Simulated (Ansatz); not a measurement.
Crystal: Sb.

```
Sb
1.0
     3.35453    0.00000    0.00000
    -1.67727    2.90511    0.00000
     0.00000    0.00000    5.47016
Sb
2
Direct
  0.66667 0.33333 0.75000
  0.33333 0.66667 0.25000
```

This isn't the form of Sb at room conditions, which is rhombohedral.

Base run:

| Property | Result |
| --- | --- |
| Program | Ansatz 0.2.0 |
| Functional | PBEsol |
| Potentials or basis | all-electron LAPW, scalar-relativistic |
| Cutoff | 156 eV |
| Density cutoff | 626 eV |
| Basis error allowed | 0.001 eV/atom |
| k mesh | 7 × 7 × 4 |
| Occupations | fermi-dirac, width 0.05 eV |
| Spin | no spin polarisation |

Its results: pressure -1.3 GPa.

Task: The run is repeated on the same cell with these changes: k mesh from 7 × 7 × 4 to 5 × 5 × 3; occupations from fermi-dirac, width 0.05 eV to fermi-dirac, width 0.03 eV. What comes out?

Result: Pressure -2.6 GPa.

Caveats: some runs use coarse meshes; the k mesh is thin for a metal, which can move the energy by tens of meV per atom.

Not every run made on this cell is shown here.
